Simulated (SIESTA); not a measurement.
Pt in SIESTA: the effect of basis

Crystal: Pt.

```xyz
1
Lattice="0.0000 1.9609 1.9609 1.9609 0.0000 1.9609 1.9609 1.9609 0.0000" Properties=species:S:1:pos:R:3 pbc="T T T"
Pt    0.0000    0.0000    0.0000
```

Alike in all runs:

- Program: SIESTA 5.4.2
- Task: band structure
- Functional: PBE
- Potentials or basis: PseudoDojo 0.4 standard (PBE files)
- Grid cutoff: 800 Ry
- Energy shift: 0.003 Ry
- k mesh: 12 × 12 × 12
- Occupations: fermi-dirac, width 0.05 eV
- Spin: no spin polarisation

**Question.** One run gave: pressure 17.9 GPa. Which basis did it use?
A. SZ
B. TZDP
C. DZDP
D. DZP
E. SZP

**Answer.** E.

```csv
basis,pressure (GPa)
SZ,34.9
SZP,17.9
DZ,8.8
DZP,12.8
DZDP,13.8
TZP,14.1
TZDP,14.4
```

Caveats: short orbitals over semicore shells can move pressures by several GPa; the basis of atomic orbitals isn't converged, which shifts pressures, moduli and gaps; the basis has no polarisation orbitals (some runs); a pressure of tens of GPa on the cell as given is suspect, and the run, the potentials or the cell itself is likely at fault (some runs).
